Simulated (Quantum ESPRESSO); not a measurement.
AgCl: changing the Hubbard U on Ag d

```cif
data_structure
_symmetry_space_group_name_H-M 'Fm-3m'
_symmetry_Int_Tables_number 225
_cell_length_a 5.4700
_cell_length_b 5.4700
_cell_length_c 5.4700
_cell_angle_alpha 90.000
_cell_angle_beta 90.000
_cell_angle_gamma 90.000
_cell_volume 163.67
loop_
_atom_site_label
_atom_site_type_symbol
_atom_site_symmetry_multiplicity
_atom_site_Wyckoff_symbol
_atom_site_fract_x
_atom_site_fract_y
_atom_site_fract_z
_atom_site_occupancy
Ag1 Ag 4 a 0.00000 0.00000 0.00000 1
Cl1 Cl 4 b 0.50000 0.00000 0.00000 1
```

Kept alike: task single point; functional PBE; k mesh 8 × 8 × 8; occupations fermi-dirac, width 0.05 eV; no spin polarisation. Program: Quantum ESPRESSO, SSSP 1.3 efficiency PBE, cutoff 816 eV. The mesh is that of the run's cell of 2 atoms. No spin-orbit coupling.

| Hubbard U on Ag d, U (eV) | band gap (eV) | pressure (GPa) |
| --- | --- | --- |
| 0 | 0.967 | 3.86 |
| 1 | 1.144 | 4.11 |
| 2 | 1.301 | 4.34 |
| 3 | 1.441 | 4.56 |
| 4 | 1.565 | 4.78 |
| 5 | 1.674 | 4.98 |
| 6 | 1.771 | 5.17 |
| 8 | 1.933 | 5.52 |

Pressure is positive in compression; the values hold the error of the finite cutoff, so their zero can differ a little from the energy's minimum. U acts here on a shell without spin polarisation. How U acts hangs on the program's projectors. A gap read on the mesh alone can miss an edge between its points.

Task: What does the Hubbard U on Ag d change here?

Result: The band gap rises from 0.967 to 1.933 eV between 0 and 8 eV. U pushes filled shell states down and empty ones up. The mean slope is +0.12 eV per eV of U. Measured: 3.249 eV (a printed reference work); nearest 8, 1.316 eV off. Semilocal gaps fall short of quasiparticle gaps. The pressure rises from 3.86 to 5.52 GPa between 0 and 8 eV. U localises the shell and weakens its bonds, so the cell pushes outwards.
